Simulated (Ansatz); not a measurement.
**Ni: equation of state with PBE**

Crystal: Ni.

```xyz
1
Lattice="0.0000 1.7376 1.7376 1.7376 0.0000 1.7376 1.7376 1.7376 0.0000" Properties=species:S:1:pos:R:3 pbc="T T T"
Ni    0.0000    0.0000    0.0000
```

- Program: Ansatz 0.2.0
- Task: equation of state
- Functional: PBE
- Potentials or basis: Ansatz PAW
- Cutoff: 420 eV
- Density cutoff: 1680 eV
- k mesh: 13 × 13 × 13
- Occupations: fermi-dirac, width 0.05 eV
- Spin: collinear spin, ferromagnetic start
- Starting moments: [1.0] μB

```
Equilibrium volume                      : 10.89 Å³/atom
Bulk modulus                            : 200 GPa
Pressure derivative of the bulk modulus : 4.8
```

Energy against volume, from the lowest point:
```tsv
volume (Å³/atom)	energy (meV/atom)
9.862	73.00
10.072	44.28
10.282	23.42
10.492	9.57
10.702	1.99
10.912	0.00
11.122	3.01
```

All runs of the series together: 8.1 s on 1 thread of AMD EPYC 9B45 (Zen 5), on a shared host.
